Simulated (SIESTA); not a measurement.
# NiO in SIESTA: the effect of basis

Crystal: NiO.

```
Ni O
1.0
     0.00000    2.08590    2.08590
     2.08590    0.00000    2.08590
     2.08590    2.08590    0.00000
Ni O
1 1
Direct
  0.00000 0.00000 0.00000
  0.50000 0.50000 0.50000
```

Alike in all runs:

| Item | Value |
| --- | --- |
| Program | SIESTA 5.4.2 |
| Task | band structure |
| Functional | PBEsol |
| Potentials or basis | PseudoDojo 0.4 standard (PBEsol files) |
| Grid cutoff | 800 Ry |
| Energy shift | 0.003 Ry |
| k mesh | 11 × 11 × 11 |
| Occupations | fermi-dirac, width 0.05 eV |
| Spin | collinear spin, ferromagnetic start |
| Starting moments | [1.0, 0.0] μB |

```tsv
basis	pressure (GPa)	moment (μB)
SZ	-3.9	0.30
SZP	-0.1	1.30
DZ	-10.6	1.50
DZP	-6.7	1.43
TZP	?	?
```

What does the run with basis TZP give?

Pressure -7.7 GPa; moment 1.44 μB.

Caveats: short orbitals over semicore shells can move pressures by several GPa; the basis of atomic orbitals isn't converged, which shifts pressures, moduli and gaps; a cell with one magnetic atom can't hold antiferromagnetic order, which such compounds often take (some runs); the basis has no polarisation orbitals (some runs).

Runs at the PBE level aren't shown here.
